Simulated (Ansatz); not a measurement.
Wanted: the native input for an Ansatz 0.2.0 run.

* Task: single point
* Functional: PBE
* Potentials or basis: all-electron LAPW, scalar-relativistic
* Cutoff: 190 eV (chosen from the basis error)
* Basis error allowed: 0.001 eV/atom
* k mesh: 8 × 8 × 8
* Occupations: gaussian, width 0.021 eV
* Spin: no spin polarisation

The system is SnSe.

```
Sn Se
1.0
     0.00000    3.01000    3.01000
     3.01000    0.00000    3.01000
     3.01000    3.01000    0.00000
Sn Se
1 1
Direct
  0.00000 0.00000 0.00000
  0.50000 0.50000 0.50000
```

Measurements of this composition are mostly on another form, of space group No. 62.

These files were run (other wordings do the same):

input.yaml

```yaml
crystal:
  lattice:
    - [0.0, 3.01, 3.01]
    - [3.01, 0.0, 3.01]
    - [3.01, 3.01, 0.0]
  atoms:
    - { symbol: Sn, position: [0.0, 0.0, 0.0] }
    - { symbol: Se, position: [0.5, 0.5, 0.5] }
kpoints:
  mp_grid: { grid: [8, 8, 8] }
scf:
  occupations: { method: gaussian, width: 0.021 }
hamiltonian:
  xc: pbe
  pseudopotentials: { kind: all_electron, lapw: { basis_error: 0.001 } }
output:
  forces: true
  stress: true
  eigenvalues: true
```

Potentials or basis: all-electron LAPW, scalar-relativistic.

Launch:

```bash
$ ansatz run input.yaml --threads 1 --pin off --max-ram 3072MiB --backend cpu --events-out ev --progress --plain --runs-dir out
```

Results of the run:

| Quantity | Value |
| --- | --- |
| Pressure | 0.9 GPa |
| Band gap on the k mesh | 0.58 eV, direct |

Caveat: spin-orbit coupling is left out, which moves the levels of the heavy elements.

Run time: 7.3 s on 1 thread of Arm Neoverse V1, with other jobs on the host, peak memory 0.28 GiB.
